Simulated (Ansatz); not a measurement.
`CCCCO` + `CCS` → `CCCCSCC` + H₂O  (substitution at a C–O bond)

Computed with Ansatz on PBE0-D4/def2-TZVP structures; ΔE is electronic, products minus reactants. CCSD(T)/CBS adds triple-zeta CCSD(T) − MP2 to the extrapolated MP2 energy (def2 sets, frozen cores). This one scheme is used for every species. DFT in def2-TZVPP. B3LYP here is the variant with VWN-RPA as its local correlation; programs differ in this. HSE06 is defined as in plane-wave codes. Each species was taken in one conformer, which may not be the lowest.

```tsv
level	ΔE (kJ/mol)	difference from CCSD(T)/CBS
LDA (SPW92)	-39.4	7.8
PBE-D4	-41.1	6.1
revPBE-D4	-46.1	1.1
BLYP-D4	-38.9	8.3
r2SCAN-D4	-38.0	9.2
B97M-V	-36.0	11.2
PBE0-D4	-41.1	6.1
B3LYP-D4	-37.8	9.4
r2SCAN0-D4	-39.1	8.1
HSE06-D4	-40.8	6.4
BHLYP-D4	-35.4	11.8
CAM-B3LYP-D4	-33.0	14.2
ωB97X-V	-35.3	11.9
ωB97M-V	-38.7	8.5
B2PLYP	-32.8	14.4
PBE-QIDH	-41.0	6.2
PBE	-31.2	16.0
revPBE	-26.0	21.2
BLYP	-19.9	27.3
r2SCAN	-34.6	12.6
PBE0	-32.2	15.0
B3LYP	-22.7	24.5
r2SCANh	-34.8	12.4
r2SCAN0	-35.2	12.0
HSE06	-32.2	15.0
BHLYP	-23.0	24.2
CAM-B3LYP	-23.6	23.6
LC-ωPBE	-31.3	15.9
RPA@PBE/def2-TZVPP	-34.7	12.5
HF/def2-SVP	0.0	47.2
MP2/def2-SVP	-32.2	15.0
CCSD/def2-SVP	-19.4	27.8
CCSD(T)/def2-SVP	-22.6	24.6
HF/def2-TZVPP	-13.4	33.8
MP2/def2-TZVPP	-51.8	-4.6
CCSD(T)/def2-TZVPP	-40.8	6.4
MP2/def2-QZVPP	-55.6	-8.4
SCS-MP2/def2-QZVPP	-45.5	1.7
MP2/CBS(def2)	-58.1	-10.9
CCSD/CBS(def2)	-42.6	4.6
CCSD(T)/CBS	-47.2	0
```

Largest T1 diagnostic among the species: 0.009.

Leaving LDA and LC-ωPBE aside and taking each functional with its dispersion term where it has one, the values spread over 13.3 kJ/mol, from revPBE-D4 to B2PLYP. LDA lies −8.2 kJ/mol from PBE without D4. From BLYP to BHLYP (50 % exact exchange), in def2-TZVPP and without D4, ΔE moves by −3.1 kJ/mol.

CCSD(T)/CBS has its own doubt, a few kJ/mol and more with outer-core shells, so smaller differences from it don't rank the levels.
